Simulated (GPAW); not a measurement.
Runs of GPAW 26.7.0 on FeGe2. It takes space group I4/mcm (No. 140, tetragonal). The conventional cell has a = 5.919 Å, b = 5.919 Å, c = 4.903 Å, α = 90.00°, β = 90.00°, γ = 90.00°. Around Ge (site symmetry m2m) lie 4 Fe at 2.55 Å and 3 Ge at 2.59 to 2.92 Å. Around Fe (site symmetry 422) lie 2 Fe at 2.45 Å and 8 Ge at 2.55 Å. The cell is a database's computed one.

```tsv
task	level	potentials or basis	cell	k mesh	cutoff (eV)	maxiter	band path	band points	convergence	optimizer	mesh quality	gap on the mesh (eV)	pressure (GPa)	moment (μB)	relaxed volume (Å³/atom)	largest force (eV/Å)
band structure	r2SCAN	GPAW PAW data sets (gpaw-data 1.2.1), pw	as given	5 × 5 × 5	600	150	GXMGZPNZ1M,XP	80	-	-	not flagged	-	(c)	3.15	-	0.02
single point	PBEsol	PAW data sets generated in the run's folder for this functional, pw	as given	6 × 6 × 6	450	120	-	-	default	-	not flagged	none	-6.1	2.31	-	0.13
single point	LDA	the program's PAW data sets (release 1.2.1) made for this functional, pw	as given	6 × 6 × 6	450	120	-	-	default	-	not flagged	none	(a)	2.17	-	0.22
relaxation of cell and atoms	PBEsol+D3(BJ)	PAW data sets generated in the run's folder for this functional, pw	relaxed	4 × 4 × 4	600	150	-	-	-	BFGS	coarse	none	0.0	2.19	(b)	-
relaxation of cell and atoms	r2SCAN+D3(BJ)	GPAW PAW data sets (gpaw-data 1.2.1), pw	relaxed	4 × 4 × 4	600	150	-	-	-	LBFGS	coarse	none	-0.1	4.04	14.39	0.02
```

Alike in all rows: spin collinear, ferromagnetic start; smearing fermi-dirac 0.05 eV.

Problem. Estimate the missing entries.

Solution. (a) -10.6; (b) 13.41; (c) 0.1.

Caveats: some runs use coarse meshes; the PAW data sets were made with another functional, which shifts forces and pressure a little (some runs); the cutoff is short for stress and forces, so pressures can be off by a GPa or more (some runs); the moment fell far below its start of 4 μB, so a state of higher moment may lie lower in energy (some runs); each step starts from the last one's moments, so a moment once lost doesn't come back (some runs); later steps reuse the first step's grids (some runs); pairwise dispersion overbinds metals, which lowers pressure and volume (some runs).

A k mesh can miss the band edges, and the runs leave out spin-orbit coupling on Ge.

A gap of «none» marks a metal or a gap under the smearing width.

Not every run made on this cell is shown here.
